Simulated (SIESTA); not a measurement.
The system is CoO.

```
Co O
1.0
     0.00000    2.13150    2.13150
     2.13150    0.00000    2.13150
     2.13150    2.13150    0.00000
Co O
1 1
Direct
  0.00000 0.00000 0.00000
  0.50000 0.50000 0.50000
```

Base run:

| Property | Result |
| --- | --- |
| Program | SIESTA 5.4.2 |
| Functional | PBE |
| Potentials or basis | PseudoDojo 0.4 standard (PBE files) |
| Basis | DZP (energy shift 0.003 Ry; two zetas on semicore shells) |
| Grid cutoff | 800 Ry |
| Energy shift | 0.003 Ry |
| k mesh | 11 × 11 × 11 |
| Occupations | fermi-dirac, width 0.05 eV |
| Spin | collinear spin, ferromagnetic start |
| Starting moments | [2.0, 0.0] μB |

Its results: band gap on the k mesh none (metal or under the smearing width); pressure -0.7 GPa; net moment 2.98 μB per cell; site moments Co +2.62; O +0.36 μB.

The run is repeated on the same cell with these changes: functional from PBE to PBEsol; potentials or basis from PseudoDojo 0.4 standard (PBE files) to PseudoDojo 0.4 standard (PBEsol files). What comes out?

Band gap on the k mesh none (metal or under the smearing width); pressure -10.0 GPa; net moment 2.98 μB per cell; site moments Co +2.60; O +0.37 μB.

Caveats: short orbitals over semicore shells can move pressures by several GPa; the basis of atomic orbitals isn't converged, which shifts pressures, moduli and gaps; a cell with one magnetic atom can't hold antiferromagnetic order, which such compounds often take; semilocal functionals often make such compounds metallic where correlation or magnetic order opens a gap, which also shifts bond lengths.
